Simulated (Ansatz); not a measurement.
# Pressure series in BaSnO3

Base system: BaSnO$_{3}$ in the cubic perovskite structure (space group Pm-3m, No. 221; a = 4.1762 Å).

Cell and atoms are relaxed at each pressure.

The values are results of PBE (Ansatz, a program for electronic structure), no SOC, earlier PAW set, not measurements.

```csv
P (GPa),V (Å³/atom)
-2.00,14.796
-1.00,14.679
0.29,14.535
0.69,14.493
1.50,14.409
3.00,14.261
5.00,14.076
7.50,13.864
10.00,13.668
```

Problem. Fit a third-order Birch–Murnaghan equation of state.

Solution. Least squares on P(V) = (3B₀/2)[(V₀/V)^(7/3) − (V₀/V)^(5/3)]·[1 + (3/4)(B₀′ − 4)((V₀/V)^(2/3) − 1)] gives V₀ = 14.57 Å³/atom, B₀ = 134 GPa and B₀′ = 5.0.

Between the base and pressure 10 GPa the gap moves from 0.48 eV to 1.27 eV, a mean slope of 79 meV/GPa.

Load acts through the strain it causes; cell and atoms are relaxed under it. Stability against distortions was not tested. No other phases were tried under pressure.
